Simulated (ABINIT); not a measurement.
A calculation with ABINIT 10.8.3 (patched build) of MoS2 (native input, structure from a POSCAR):

The input run.abi:

```
# Pseudopotentials
pp_dirpath "./"
pseudos "Mo.GGA_PBE-JTH.xml, S.GGA_PBE-JTH.xml"

# Structure
structure "poscar:POSCAR"
natom 3

# Plane-wave basis
ecut 20.0
pawecutdg 40.0

# k points
kptopt 1
ngkpt 10 10 10
nshiftk 1
shiftk 0.0 0.0 0.0

# Exchange and correlation
ixc 11

# Bands and occupations
nband 17
occopt 3
tsmear 0.05 eV

# SCF cycle
nstep 100
tolvrs 1.0e-9

# Output
iomode 3
prtwf 0
prtden 0
prteig 0
prtebands 0
```

Contents of POSCAR:

```
MoS2
1.0
    1.5855000000      0.9153888518      6.1149966667
   -1.5855000000      0.9153888518      6.1149966667
    0.0000000000     -1.8307777036      6.1149966667
Mo S
1 2
Direct
    0.0000000000      0.0000000000      0.0000000000  Mo
    0.2500000000      0.2500000000      0.2500000000  S
    0.7500000000      0.7500000000      0.7500000000  S
```

Potentials or basis: JTH PAW PBE v2.0.

Launch:

```bash
$ abinit run.abi > log 2>&1
```

Measurements of this composition are mostly on another form, of space group No. 194.

Problem. Write the same calculation in another form: ASE script, structure from a P1 CIF.

Solution. As run:

Contents of run.py:

```python
import json, os
import numpy as np
from ase.units import GPa
from ase.calculators.abinit import Abinit, AbinitProfile
from ase.io import read

atoms = read('MoS2.cif')

profile = AbinitProfile(command='abinit', pp_paths=[os.path.abspath('pseudos')])
params = dict(
    pps='pawxml', xc='PBE',
    ecut=544.2277,
    pawecutdg=1088.4554,
    kptopt=1,
    ngkpt=[10, 10, 10],
    nshiftk=1,
    shiftk=[0.0, 0.0, 0.0],
    ixc=11,
    nband=17,
    occopt=3,
    tsmear=0.05,
    nstep=100,
    tolvrs=1e-09,
    prtwf=0,
    prtden=0,
)

atoms.calc = Abinit(profile=profile, directory='run', **params)
energy = atoms.get_potential_energy()
forces = atoms.get_forces()
stress = atoms.get_stress()
print(f'energy {energy:.6f} eV')
print('forces (eV/A)')
print(np.round(forces, 5))
print('stress (GPa, Voigt, tension positive)', np.round(stress / GPa, 4))
json.dump(dict(energy=energy, forces=forces.tolist(), stress=stress.tolist(), cell=atoms.cell.tolist(), frac=atoms.get_scaled_positions(wrap=False).tolist()), open('results.json', 'w'))
```

MoS2.cif

```cif
data_MoS2
_cell_length_a 6.38317564
_cell_length_b 6.38317564
_cell_length_c 6.38317564
_cell_angle_alpha 28.76420723
_cell_angle_beta 28.76420723
_cell_angle_gamma 28.76420723
_space_group_name_H-M_alt 'P1'
_space_group_name_Hall 'P 1'
_space_group_IT_number 1
loop_
_space_group_symop_operation_xyz
'x,y,z'
loop_
_atom_site_label
_atom_site_type_symbol
_atom_site_symmetry_multiplicity
_atom_site_Wyckoff_symbol
_atom_site_fract_x
_atom_site_fract_y
_atom_site_fract_z
_atom_site_occupancy
Mo1 Mo 1 a 0.0000000000 0.0000000000 0.0000000000 1
S1 S 1 a 0.2500000000 0.2500000000 0.2500000000 1
S2 S 1 a 0.7500000000 0.7500000000 0.7500000000 1
```

Potentials or basis: JTH PAW PBE v2.0.

The run is started by

```bash
$ python run.py
```

Both were run:

|  | native input, structure from a POSCAR | ASE script, structure from a P1 CIF |
| --- | --- | --- |
| Pressure | 7.9 GPa | 7.9 GPa |
| Largest force | 1.008 eV/Å | 1.008 eV/Å |
| Band gap on the k mesh | none (metal or under the smearing width) | none (metal or under the smearing width) |
| Valence electrons inside the program's atomic spheres | Mo 11.30; S 3.61 | Mo 11.30; S 3.61 |

Keys that steer only the numerical path or the files written may differ.

Caveat: the cell's inner coordinates are idealised or old, which leaves forces on the atoms.
